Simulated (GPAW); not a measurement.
# free-standing square Cr monolayer, spacing 2.714 A: from the magnetic state to anisotropy

Aim: the anisotropy of free-standing square Cr monolayer, spacing 2.714 A from the Kohn–Sham states of one collinear run.

Main program and level: GPAW 26.7.0; LDA; plane waves with GPAW's PAW setups, scalar-relativistic.

## Step 1: Set-up

The cell holds 1 atom: 1 Cr. Cell: a = 2.714 Å, b = 2.714 Å, c = 14.000 Å, α = 90.0°, β = 90.0°, γ = 90.0°. model lattice. Vacuum lies along c.

The settings of this session are not all sound (see the inputs), so it shows what such settings give, not the properties of the crystal.

## Step 2: The magnetic state

All later steps read the density of this run.

order1.py

```python
import json
import numpy as np
from ase import Atoms
from ase.parallel import paropen, parprint
from gpaw import GPAW

atoms = Atoms(['Cr'],
    cell=[[2.714, 0.0, 0.0],
         [0.0, 2.714, 0.0],
         [0.0, 0.0, 14.0]],
    scaled_positions=[[0.0, 0.0, 0.5]],
    pbc=True,
    magmoms=[2.5])
atoms.calc = GPAW(mode={'name': 'pw', 'ecut': 280.0},
    xc='LDA',
    kpts={'size': (10, 10, 1), 'gamma': True},
    occupations={'name': 'fermi-dirac', 'width': 0.15},
    convergence={'density': 1e-05, 'energy': 1e-05},
    maxiter=200,
    eigensolver='rmm-diis',
    symmetry={'tolerance': 1e-4},
    txt='order1.txt')
e = atoms.get_potential_energy(force_consistent=True)
res = {'free_energy': e, 'energy_sigma0': atoms.get_potential_energy(), 'fermi_energy': atoms.calc.get_fermi_level()}
res['moments'] = atoms.get_magnetic_moments().tolist()
res['total'] = atoms.get_magnetic_moment()
parprint('site moments (muB):', np.round(res['moments'], 3))
parprint(f"total moment: {res['total']:.3f} muB")
parprint(f'free energy: {e:.6f} eV')
atoms.calc.write('order1.gpw')
with paropen('results.json', 'w') as f:
    json.dump(res, f)
```

Command:

```console
> OMP_NUM_THREADS=1 python3 order1.py > order1.log
```

The log of the run:

```text
site moments (muB): [3.432]
total moment: 4.280 muB
free energy: -6.840279 eV

--- order1.txt ---
Input parameters:
  mode=PW(ecut=280.0),
  convergence={'density': 1e-05, 'energy': 1e-05},
  eigensolver=RMMDIIS(niter=1, diis_steps=1, max_buffer_mem=209715200, trial_step=None),
  kpts=MonkhorstPack(size=(10, 10, 1), gamma=True),
  maxiter=200,
  occupations=Occupations(name='fermi-dirac', width=0.15),
  symmetry=Symmetry(tolerance=0.0001),
  xc=XC(name='LDA')

Diagonalizing LCAO Hamiltonian
Converting LCAO to pw mode
   .------.
  /|      |
 * |      |
 | |      |
 | |      |
 | |      |
 | |      |
 | |      |
 | |      |
 | |      |
 Cr|      |
 | |      |
 | |      |
 | |      |
 | |      |
 | |      |
 | |      |
 | .------.
 |/      /
 *------*

Atoms  # Å, Bohr magnetons
|   | symbol |        x |        y |        z |    initial magnetic moments |
|---|--------|----------|----------|----------|-----------------------------|
| 0 |     Cr | 0.000000 | 0.000000 | 7.000000 | ( 0.0000,  0.0000,  2.5000) |

Unit cell  # Å
| periodic |        x |        y |         z |   lengths |    angles |
|----------|----------|----------|-----------|-----------|-----------|
|      yes | 2.714000 | 0.000000 |  0.000000 |  2.714000 | 90.000000 |
|      yes | 0.000000 | 2.714000 |  0.000000 |  2.714000 | 90.000000 |
|      yes | 0.000000 | 0.000000 | 14.000000 | 14.000000 | 90.000000 |

Number of symmetries: 16

BZ-sampling:
  Number of BZ points: 100
  Number of IBZ points: 21

  Monkhorst-Pack size: [10, 10, 1]
  Monkhorst-Pack shift: [0.05, 0.05, 0.0]

Plane wave coefficients: 1123
Cutoff: 280.0 eV

Spin-components: 2 (collinear spins)
Bands:           9
Projectors:      6
Spin-degeneracy: 1
Datatype:        complex128

Parallelization:
  kpt:    1
  domain: 1
  band:   1

Density:
  Valence electrons: 6.0
  Components: 2
  Grid points: [12 12 56]
  Charge: 0.0  # |e|

Potential:
  Grid points: [12 12 56]

[... setups left out ...]
Reference energy: -28526.683362  # eV

eigensolver:
  RMMDIIS
  Converge bands: occupied

density mixing:
  MSR1-Mixer
  Pratt-step length: 0.05
  Maximum mixing coefficient: 0.75
  Old densities: 10
  SVD Regularization: 0.005
  Good broyden scale: 1.0
  Trust region scale: 1.0
  Backstep threshold: 4.0
  History deletion threshold: 6.0
  Fourier metric: weight=20.0, sigma=0.015

occupation numbers:
  Fermi-Dirac:
    width: 0.1500  # eV

poisson solver:
  ecut: 2240.0  # eV

xc functional:
  name: None

convergence criteria:
- Maximum integral of absolute [dens]ity change: 1e-05 electrons / valence electron
- Maximum [total energy] change in last 3 cyles: 1e-05 eV / valence electron
- Maximum integral of absolute [eigenst]ate change: 4e-08 eV^2 / valence electron
maximum number of iterations: 200

SCF iterations
|iter     |      energy | eigst |  dens |  magmom |
|---------|-------------|-------|-------|---------|
|iter:   1|       0s |   -6.503657 | +1.11 |       |  +2.4965|
|iter:   2|       0s |   -6.735976 | -0.02 | -0.35 |  +2.5366|
|iter:   3|       0s |   -6.429796 | +0.35 | -0.42 |  +2.8482|
|iter:   4|       1s |   -6.629757 | -0.97 | -0.76 |  +3.2764|
|iter:   5|       1s |   -6.742045 | -0.73 | -0.93 |  +3.9446|
|iter:   6|       1s |   -6.754843 | -1.49 | -1.22 |  +4.0270|
|iter:   7|       1s |   -6.765559 | -1.65 | -1.54 |  +4.3216|
|iter:   8|       1s |   -6.766479 | -2.27 | -1.88 |  +4.2528|
|iter:   9|       2s |   -6.767534 | -2.46 | -2.44 |  +4.2656|
|iter:  10|       2s |   -6.767942 | -2.58 | -2.74 |  +4.2798|
[... 69 iterations left out ...]
|iter:  80|      18s |   -6.769770c| -7.00 | -6.32c|  +4.2804|
|iter:  81|      19s |   -6.769770c| -7.04 | -6.44c|  +4.2804|
|iter:  82|      19s |   -6.769770c| -7.09 | -5.97c|  +4.2804|
|iter:  83|      19s |   -6.769770c| -7.14 | -5.76c|  +4.2804|
|iter:  84|      19s |   -6.769770c| -7.19 | -5.65c|  +4.2804|
|iter:  85|      20s |   -6.769770c| -7.23 | -5.58c|  +4.2804|
|iter:  86|      20s |   -6.769770c| -7.28 | -5.55c|  +4.2804|
|iter:  87|      20s |   -6.769770c| -7.33 | -5.55c|  +4.2804|
|iter:  88|      20s |   -6.769770c| -7.37 | -5.58c|  +4.2804|
|iter:  89|      20s |   -6.769770c| -7.42c| -5.66c|  +4.2804|

Converged in 89 steps
Energy contributions relative to reference atoms: (reference = -28526.683362)

Energy contributions:
  Kinetic:          -0.049510
  Coulomb:          -2.101466
  Zero:              0.165042
  External:          0.000000
  Xc:               -4.713327
  Entropy:          -0.141018
  Spinorbit:         0.000000
  ----------------------------
  Free energy:      -6.840279
  Extrapolated:     -6.769770

dipole moment: (-6.518372, -6.518372, 0.000077)  # |e|*Ang

Total magnetic moment: (0.000000, 0.000000, 4.280412)

Local magnetic moments
|        x |        y |        z |
|----------|----------|----------|
| 0.000000 | 0.000000 | 3.432120 |  # Cr   0

Fermi level: -2.391
Eigenvalues  # (at kpt = [0.000, 0.000, 0.000])
| band index |      eig [eV] | occ [0-1] |      eig [eV] | occ [0-1] |
|------------|---------------|-----------|---------------|-----------|
|          0 |        -7.364 |     1.000 |        -5.844 |     1.000 |
|          1 |        -5.081 |     1.000 |        -2.208 |     0.229 |
|          2 |        -4.011 |     1.000 |        -1.346 |     0.001 |
|          3 |        -2.585 |     0.785 |        -1.304 |     0.001 |
|          4 |        -2.585 |     0.785 |         0.783 |     0.000 |
|          5 |        -2.409 |     0.531 |         0.783 |     0.000 |
|          6 |        -1.972 |     0.058 |         1.081 |     0.000 |
|          7 |         6.880 |     0.000 |         9.465 |     0.000 |
|          8 |         6.880 |     0.000 |         9.465 |     0.000 |

No gap
No difference between direct/indirect transitions
```

It took 25 s on 1 MPI rank of Intel Xeon Platinum 8488C (Sapphire Rapids), shared host; peak memory 0.15 GiB.

Numbers from this step:

```yaml
magnetization: 4.280 μB
final_state: ferromagnetic
largest_moment: 3.432 μB
```

After 89 cycles the largest moment stands at 3.43 μB.

## Step 3: More states at fixed density

The steps that follow sum over empty states, which the ground-state run does not converge; 12 states a spin are converged here at the frozen density and written with their wave functions.

It starts from the saved density of the parallel state, which is not the lowest.

nscf.py

```python
from gpaw import GPAW

calc = GPAW('order1.gpw').fixed_density(
    kpts={'size': (10, 10, 1), 'gamma': True},
    nbands=16,
    convergence={'bands': 12, 'eigenstates': 1e-9},
    eigensolver='ppcg',
    parallel={'domain': 1},
    txt='nscf.txt')
calc.write('nscf.gpw', mode='all')
```

Command:

```console
> OMP_NUM_THREADS=1 python3 nscf.py > nscf.log
```

The log of the run:

```text
Input parameters:
  mode=PW(ecut=280.0),
  convergence={'bands': 12, 'eigenstates': 1e-09},
  eigensolver=PPCG(niter=2, min_niter=1, max_buffer_mem=209715200, blocksize=None, rr_modulo=5, include_cg=True, promote_inner_dtype=False, tolerances=None),
  gpts=array([12, 12, 56]),
  kpts=MonkhorstPack(size=(10, 10, 1), gamma=True),
  maxiter=200,
  nbands=16,
  occupations=Occupations(name='fermi-dirac', width=0.15),
  parallel={'domain': 1},
  symmetry=Symmetry(tolerance=0.0001),
  xc=XC(name='LDA')
```

The job ended after 54 s (1 MPI rank; peak memory 0.17 GiB).

## Step 4: Magnetocrystalline anisotropy

Spin–orbit coupling is added in the basis of the saved states for each direction of the moments. The change in the band energy is the anisotropy energy, with no new self-consistent run.

anisotropy.py

```python
import json
import numpy as np
from ase.parallel import paropen, parprint
from gpaw import GPAW
from gpaw.spinorbit import soc_eigenstates

calc = GPAW('nscf.gpw')
angles = [[0.0, 0.0], [90.0, 0.0], [90.0, 90.0], [15.0, 0.0], [30.0, 0.0], [45.0, 0.0], [60.0, 0.0], [75.0, 0.0]]  # theta, phi in degrees
res = {'rows': []}
for scale in [1.0]:
    e0 = None
    for theta, phi in angles:
        soc = soc_eigenstates(calc, n2=12, scale=scale, theta=theta, phi=phi)
        e = soc.calculate_band_energy()
        e0 = e if e0 is None else e0
        orbital = soc.get_orbital_magnetic_moments()
        res['rows'].append([scale, theta, phi, 1000 * (e - e0), orbital.tolist()])
        parprint(f'scale {scale} theta {theta:6.1f} phi {phi:6.1f}  dE = {1000 * (e - e0):9.4f} meV  |L| =', np.round(np.linalg.norm(orbital, axis=1), 4))
with paropen('results.json', 'w') as f:
    json.dump(res, f)
```

Command:

```console
> OMP_NUM_THREADS=1 python3 anisotropy.py > anisotropy.log
```

The log of the run:

```text
scale 1.0 theta    0.0 phi    0.0  dE =    0.0000 meV  |L| = [0.0283]
scale 1.0 theta   90.0 phi    0.0  dE =    0.1141 meV  |L| = [0.0217]
scale 1.0 theta   90.0 phi   90.0  dE =    0.1141 meV  |L| = [0.0217]
scale 1.0 theta   15.0 phi    0.0  dE =    0.0076 meV  |L| = [0.0279]
scale 1.0 theta   30.0 phi    0.0  dE =    0.0285 meV  |L| = [0.0268]
scale 1.0 theta   45.0 phi    0.0  dE =    0.0570 meV  |L| = [0.0252]
scale 1.0 theta   60.0 phi    0.0  dE =    0.0856 meV  |L| = [0.0235]
scale 1.0 theta   75.0 phi    0.0  dE =    0.1064 meV  |L| = [0.0222]
```

Wall time 3.5 s (1 MPI rank); peak memory 0.13 GiB.

Directions, in the order of the table: the normal; the first cell vector; the in-plane normal to it; 0.17 of the way from the normal to the first cell vector; 0.33 of the way from the normal to the first cell vector; 0.50 of the way from the normal to the first cell vector; 0.67 of the way from the normal to the first cell vector; 0.83 of the way from the normal to the first cell vector.

Theta from the Cartesian z axis, phi from x; spin up lies along the direction. Anisotropy, by row:

```csv
spin-orbit scale,theta (degrees),phi (degrees),band energy less the first direction's (meV a cell),orbital moment of atom 1 along the direction (μB),sum of orbital moments along the direction (μB a cell)
1,0,0,0,-0.02825,-0.02825
1,90,0,0.1141,-0.02174,-0.02174
1,90,90,0.1141,-0.02174,-0.02174
1,15,0,0.007641,-0.02781,-0.02781
1,30,0,0.02852,-0.02662,-0.02662
1,45,0,0.05704,-0.02499,-0.02499
1,60,0,0.08556,-0.02336,-0.02336
1,75,0,0.1064,-0.02217,-0.02217
```

## Step 5: Results

- state: ferromagnetic
- largest site moment: 3.43 μB
- spread of the directions' energies: 0.114 meV a cell
- easiest direction tried: the normal

In words: About the ferromagnetic state the directions differ by 0.114 meV a cell, with the normal easiest. Another order that was tried lies lower, so this state is not the ground state and its excitations are those of a higher state. The anisotropy comes from the force theorem at a frozen potential; it needs a check on a finer mesh, and shape anisotropy is not in it.

[Logs and program files are shortened in this print: banners, set-up blocks, solver, clock and traceback lines can be left out without a mark of their own.]

[Logs are printed without paths, hosts, clocks, repeated set-up lines and the standing remarks that a program may print on its own settings, such as how far it seeks lower states.]

[Hosts, paths, dates, database ids (printed as entryN), source tags and the programs' standing remarks are cut or masked in the printed files.]

[Where a cell is said to come from a database of computed structures, the database is the Materials Project.]
